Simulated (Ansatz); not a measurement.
# Si: the cost of one run

Computed with Ansatz 0.2.0 (DFT PBE, scalar-relativistic, plane waves, PAW, unless a step's input says otherwise).

4 further runs of the same task are left out: 1 that didn't finish, 3 set aside as unsound or not needed. Runs told in other sessions of the task aren't counted.

## Step 1: The system as given

The structure is monoclinic, space group Pm (No. 6). Conventional cell: a = 6.365 Å, b = 7.702 Å, c = 19.753 Å, α = 90.00°, β = 90.00°, γ = 90.00°. Si (site symmetry m) is surrounded by 3 Si at 2.36 to 2.38 Å. Si (site symmetry 1) is surrounded by 4 Si at 2.36 to 2.38 Å. Around Si (site symmetry 1) lie 4 Si at 2.31 to 2.38 Å. Only part of the 13 independent sites is listed.

Structure file:

```cif
data_structure
_symmetry_space_group_name_H-M 'P 1'
_symmetry_Int_Tables_number 1
_cell_length_a 7.7022
_cell_length_b 6.3647
_cell_length_c 19.7525
_cell_angle_alpha 90.000
_cell_angle_beta 90.000
_cell_angle_gamma 90.000
_cell_volume 968.31
loop_
_atom_site_label
_atom_site_type_symbol
_atom_site_fract_x
_atom_site_fract_y
_atom_site_fract_z
_atom_site_occupancy
Si1 Si 0.00000 0.93707 0.20251 1
Si2 Si 0.50000 0.93707 0.20251 1
Si3 Si 0.00000 0.56293 0.20251 1
Si4 Si 0.50000 0.56293 0.20251 1
Si5 Si 0.25000 0.43707 0.25879 1
Si6 Si 0.75000 0.43707 0.25879 1
Si7 Si 0.25000 0.06293 0.25879 1
Si8 Si 0.75000 0.06293 0.25879 1
Si9 Si 0.25000 0.93330 0.37206 1
Si10 Si 0.75000 0.93330 0.37206 1
Si11 Si 0.25000 0.56670 0.37206 1
Si12 Si 0.75000 0.56670 0.37206 1
Si13 Si 0.00000 0.42599 0.41780 1
Si14 Si 0.50000 0.42599 0.41780 1
Si15 Si 0.00000 0.07401 0.41780 1
Si16 Si 0.50000 0.07401 0.41780 1
Si17 Si 0.00000 0.42599 0.53019 1
```

This is the geometry of the first run shown, built on a cell relaxed beforehand with the same method.

## Step 2: What is varied

Atoms count from 1 in the order of the input.

Si is moved over the surface cell; relaxed at each place: the height of the adsorbate's atoms; substrate rigid; the origin of the map has the adsorbate above Si13.

The axes are (1) position of Si17 along the first surface vector, from above Si13: 6 values from 0.000 to 0.833, periodic; (2) position of Si17 along the second surface vector, from above Si13: 6 values from 0.000 to 0.833, periodic.

Relaxed at each point: the height of the adsorbate's atoms; substrate rigid. Points are written as (first, second).

The two vectors of the plane (Å): (3.851, 0.000, 0.000); (0.000, 6.365, 0.000).

## Step 3: Point (0/6, 0/6) of the map's two axes

Input file input.yaml:

```yaml
crystal:
  lattice:
    - [7.7021644573, 0.0, 0.0]
    - [0.0, 6.3646810416, 0.0]
    - [0.0, 0.0, 19.7525435484]
  atoms:
    - { symbol: Si, position: [0.0, 0.9370679285, 0.2025055654] }
    - { symbol: Si, position: [0.5, 0.9370679285, 0.2025055654] }
    - { symbol: Si, position: [0.0, 0.5629320715, 0.2025055654] }
    - { symbol: Si, position: [0.5, 0.5629320715, 0.2025055654] }
    - { symbol: Si, position: [0.25, 0.4370679285, 0.258787516] }
    - { symbol: Si, position: [0.75, 0.4370679285, 0.258787516] }
    - { symbol: Si, position: [0.25, 0.0629320715, 0.258787516] }
    - { symbol: Si, position: [0.75, 0.0629320715, 0.258787516] }
    - { symbol: Si, position: [0.25, 0.9333044712, 0.3720589478] }
    - { symbol: Si, position: [0.75, 0.9333044712, 0.3720589478] }
    - { symbol: Si, position: [0.25, 0.5666955288, 0.3720589478] }
    - { symbol: Si, position: [0.75, 0.5666955288, 0.3720589478] }
    - { symbol: Si, position: [0.0, 0.4259907577, 0.4177964994] }
    - { symbol: Si, position: [0.5, 0.4259907577, 0.4177964994] }
    - { symbol: Si, position: [0.0, 0.0740092423, 0.4177964994] }
    - { symbol: Si, position: [0.5, 0.0740092423, 0.4177964994] }
    - { symbol: Si, position: [0.0, 0.4259907577, 0.5301870882], spin: 2.0 }
basis:
  ecutwfc: 420
kpoints:
  mp_grid: { grid: [4, 4, 1] }
hamiltonian:
  xc: pbe
  pseudopotentials: { kind: paw, azcp: { folder: soft_1 } }
scf:
  occupations: { method: gaussian, width: 0.05 }
output:
  forces: true
  eigenvalues: true
  populations: true
magnetization:
  spin_polarized: true
relax:
  adjacent_minimum: "off"
  f_tol: 0.025
  max_steps: 16
  constraints:
    - { sites: [0, 1, 2, 3, 4, 5, 6, 7, 8, 9, 10, 11, 12, 13, 14, 15] }
    - { sites: [16], fix: xy }
efield:
  axis: 3
  dipole_correction: true
  ramp_width: 0.04
```

Launch:

```console
$ ansatz run input.yaml --threads 4 --pin off --max-ram 12288MiB --backend cpu --events-out ev --progress --plain --runs-dir out
```

Q: Estimate wall time and peak memory on 4 threads of Intel Xeon Platinum 8375C at 2.90GHz (Ice Lake), shared host.

About 5.9 min, with a peak of 2.6 GiB.
